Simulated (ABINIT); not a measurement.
# Se (P3_121) in ABINIT: single point with LDA

Aim: the single point of Se with LDA.

Everything below comes from runs of ABINIT 10.8.3 (patched build). Logs are shortened: lines on timing, memory, paths and dates and some standing lists are left out, and cuts for length are marked. The log counts tension as positive stress, the text compression.

**1. The cell of the first run**

Symmetry: P3_121, No. 152, trigonal system. Conventional cell: a = 4.424 Å, b = 4.424 Å, c = 5.019 Å, α = 90.00°, β = 90.00°, γ = 120.00°. Around Se (site symmetry 2) lie 2 Se at 2.40 Å.

**2. Single point, LDA (cell stretched)**

run.abi reads:

```
# Pseudopotentials
pp_dirpath "./"
pseudos "Se.LDA_PW-JTH.xml"

# Structure
acell 3*1.0 Angstrom
rprim
     4.4236565890     0.0000000000     0.0000000000
    -2.2118282945     3.8309989837     0.0000000000
     0.0000000000     0.0000000000     5.0187864228
ntypat 1
znucl 34
natom 3
typat 1 1 1
xcart
     1.7132821969     2.9674918128     0.0000000000
    -0.4985460976     0.8635071709     3.3458576154
     0.9970921952     0.0000000000     1.6729288074 Angstrom
chkprim 0
chksymtnons 0
tolsym 1.0e-6

# Plane-wave basis
ecut 408.170794 eV
pawecutdg 30.0

# k points
kptopt 1
ngkpt 5 5 4
nshiftk 1
shiftk 0.0 0.0 0.0

# Exchange and correlation
ixc 7

# Bands and occupations
nband 13
occopt 3
tsmear 0.00183747

# SCF cycle
nstep 100
tolvrs 1.0e-9

# Output
iomode 3
prtwf 0
prteig 0
prtebands 0
enunit 1
prtden 1
prtvha 1
prtvclmb 1
prtpot 1
```

Potentials or basis: JTH PAW LDA v2.0.

The run is started by

```
$ abinit run.abi > log 2>&1
```

run.abo:

```text
.Version 10.8.3 of ABINIT
 Symmetries : space group P3_1 2 1 (#152); Bravais hP (primitive hexag.)
================================================================================
 Values of the parameters that define the memory need of the present run
     intxc =       0    ionmov =       0      iscf =      17    lmnmax =       8
     lnmax =       4     mgfft =      36  mpssoang =       2    mqgrid =    3001
     natom =       3  nloc_mem =       2    nspden =       1   nspinor =       1
    nsppol =       1      nsym =       6    n1xccc =       1    ntypat =       1
    occopt =       3   xclevel =       1
       mpw =        1601          nfft =       32400          nkpt =          17
 PAW method is used; the additional fine FFT grid is defined by:
   mgfftf=        48    nfftf =     97200
================================================================================
================================================================================

--------------------------------------------------------------------------------
------------- Echo of variables that govern the present computation ------------
--------------------------------------------------------------------------------
 -outvars: echo values of preprocessed input variables --------
            acell      1.8897261259E+00  1.8897261259E+00  1.8897261259E+00 Bohr
              amu      7.89600000E+01
          chkprim           0
      chksymtnons           0
             ecut      1.50000000E+01 Hartree
           enunit           1
              ixc           7
         kptrlatt        5    0    0      0    5    0      0    0    4
          kptrlen      3.79365273E+01
            natom           3
            nband          13
            ngfft          30      30      36
          ngfftdg          45      45      48
             nkpt          17
            nstep         100
             nsym           6
           ntypat           1
           occopt           3
        pawecutdg      3.00000000E+01 Hartree
        prtebands           0
           prteig           0
           prtpot           1
         prtvclmb           1
           prtvha           1
            prtwf           0
            rprim      4.4236565890E+00  0.0000000000E+00  0.0000000000E+00
                      -2.2118282945E+00  3.8309989837E+00  0.0000000000E+00
                       0.0000000000E+00  0.0000000000E+00  5.0187864228E+00
          spgroup         152
           tolsym      1.00000000E-06
           tolvrs      1.00000000E-09
           tsmear      1.83747000E-03 Hartree
            typat      1  1  1
           useylm           1
           xangst      1.7132821969E+00  2.9674918128E+00 -1.8573240808E-16
                      -4.9854609758E-01  8.6350717093E-01  3.3458576152E+00
                       9.9709219517E-01 -1.4177544263E-16  1.6729288076E+00
            xcart      3.2376341286E+00  5.6077468070E+00 -3.5098338397E-16
                      -9.4211558557E-01  1.6317920608E+00  6.3227545490E+00
[... 133 lines left out ...]
    2     -0.49854609758265     0.86350717093005     3.34585761520000
    3      0.99709219516530    -0.00000000000000     1.67292880760000

 cartesian forces (hartree/bohr) at end:
    1      0.00135457144679     0.00234618656833    -0.00000000000000
    2      0.00135457144679    -0.00234618656833     0.00000000000000
    3     -0.00270914289359     0.00000000000000    -0.00000000000000
 frms,max,avg= 1.5641244E-03 2.7091429E-03   0.000E+00  0.000E+00  0.000E+00 h/b

 cartesian forces (eV/Angstrom) at end:
    1      0.06965486438579     0.12064576411028    -0.00000000000000
    2      0.06965486438579    -0.12064576411028     0.00000000000000
    3     -0.13930972877159     0.00000000000000    -0.00000000000000
 frms,max,avg= 8.0430509E-02 1.3930973E-01   0.000E+00  0.000E+00  0.000E+00 e/A
 length scales=  1.889726125908  1.889726125908  1.889726125908 bohr
              =  1.000000000000  1.000000000000  1.000000000000 angstroms
 Fermi (or HOMO) energy (eV) =   0.19573   Average Vxc (eV)=  -9.35365
 Eigenvalues (   eV  ) for nkpt=  17  k points:
 kpt#   1, nband= 13, wtk=  0.01000, kpt=  0.0000  0.0000  0.0000 (reduced coord)
 -15.93279  -12.05331  -12.05331   -4.09071   -4.09071   -3.94983   -2.24197   -2.24197
  -0.68765    1.39504    1.39504    1.72039    5.44569
 prteigrs : prtvol=0 or 1, do not print more k-points.

--- !EnergyTerms
iteration_state     : {dtset: 1, }
comment             : Components of total free energy in Hartree
kinetic             :  1.01135375258807E+01
hartree             :  3.54591236063676E+00
xc                  : -1.88602639332682E+01
Ewald energy        : -2.54097698589417E+01
psp_core            :  2.89177139715434E+00
local_psp           : -1.13856066859171E+01
PAW spherical_terms :  1.00914865234735E+01
internal            : -2.90129326709816E+01
'-kT*entropy'       : -4.79389554354056E-08
total_energy        : -2.90129327189206E+01
total_energy_eV     : -7.89482118343208E+02
...

--- !EnergyTermsDC
iteration_state     : {dtset: 1, }
comment             : '"Double-counting" decomposition of free energy'
band_energy         : -4.34724131643605E+00
Ewald energy        : -2.54097698589417E+01
psp_core            :  2.89177139715434E+00
xc_dc               : -1.15850498749702E+01
PAW spherical_terms :  9.43735625115347E+00
internal            : -2.90129334020401E+01
'-kT*entropy'       : -4.79389554354056E-08
total_energy_dc     : -2.90129334499791E+01
total_energy_dc_eV  : -7.89482138236322E+02
...

--- !EnergyTermsWithPAWCore
iteration_state     : {dtset: 1, }
comment             : 'Components of total free energy, including PAW core contributions'
Total energy        : -7.28081964580228E+03
Total energy DC     : -7.28081964653334E+03
Total energy (eV)   : -1.98121195569252E+05
Total energy DC (eV): -1.98121195589145E+05
...

 Cartesian components of stress tensor (hartree/bohr^3)
  sigma(1 1)=  1.11333339E-04  sigma(3 2)=  0.00000000E+00
  sigma(2 2)=  1.11333339E-04  sigma(3 1)=  0.00000000E+00
  sigma(3 3)=  1.04717177E-04  sigma(2 1)=  0.00000000E+00

-Cartesian components of stress tensor (GPa)         [Pressure= -3.2107E+00 GPa]
- sigma(1 1)=  3.27553993E+00  sigma(3 2)=  0.00000000E+00
- sigma(2 2)=  3.27553993E+00  sigma(3 1)=  0.00000000E+00
- sigma(3 3)=  3.08088572E+00  sigma(2 1)=  0.00000000E+00

== END DATASET(S) ==============================================================
================================================================================

 -outvars: echo values of variables after computation  --------
            acell      1.8897261259E+00  1.8897261259E+00  1.8897261259E+00 Bohr
           etotal     -2.9012933450E+01
            fcart      1.3545714468E-03  2.3461865683E-03 -1.8927370990E-29
                       1.3545714468E-03 -2.3461865683E-03  3.7854741980E-29
                      -2.7091428936E-03  4.0174525536E-19 -1.8927370990E-29
            rprim      4.4236565890E+00  0.0000000000E+00  0.0000000000E+00
                      -2.2118282945E+00  3.8309989837E+00  0.0000000000E+00
                       0.0000000000E+00  0.0000000000E+00  5.0187864228E+00
           strten      1.1133333939E-04  1.1133333937E-04  1.0471717718E-04
                       0.0000000000E+00  0.0000000000E+00  0.0000000000E+00
           xangst      1.7132821969E+00  2.9674918128E+00 -1.8573240808E-16
                      -4.9854609758E-01  8.6350717093E-01  3.3458576152E+00
                       9.9709219517E-01 -1.4177544263E-16  1.6729288076E+00
             xred      7.7460000000E-01  7.7460000000E-01 -3.7007434154E-17
                      -3.1165557853E-17  2.2540000000E-01  6.6666666667E-01
                       2.2540000000E-01 -3.7007434154E-17  3.3333333333E-01
 Calculation completed.
```

Wall time 8.9 s (1 thread of Arm Neoverse V1, shared host); peak memory 0.08 GiB.

Results:

- Free energy: -789.4821 eV
- Pressure: -3.2 GPa
- Largest force: 0.139 eV/Å
- Band gap on the k mesh: 1.14 eV, indirect (least direct gap 1.22 eV)
- Valence electrons inside the program's atomic spheres: Se 3.85 (radii [1.1702] Å)

Forces in eV/Å, atoms in the order of the input:
```
Se   0.070  0.121  0.000
Se   0.070 -0.121  0.000
Se  -0.139  0.000  0.000
```

Levels at points of the mesh, in eV from the valence-band top:
```tsv
k point	band 5	band 6	band 7	band 8	band 9	band 10	band 11	band 12	band 13
(0.00, 0.00, 0.00)	-3.70	-3.56	-1.85	-1.85	-0.30	1.78	1.78	2.11	5.83
(0.00, 0.00, 0.50)	-3.22	-3.22	-1.40	-1.40	-0.98	1.14	1.14	1.25	6.37
```

Caveat: an odd mesh through Γ misses points on the zone boundary, where band edges often lie.
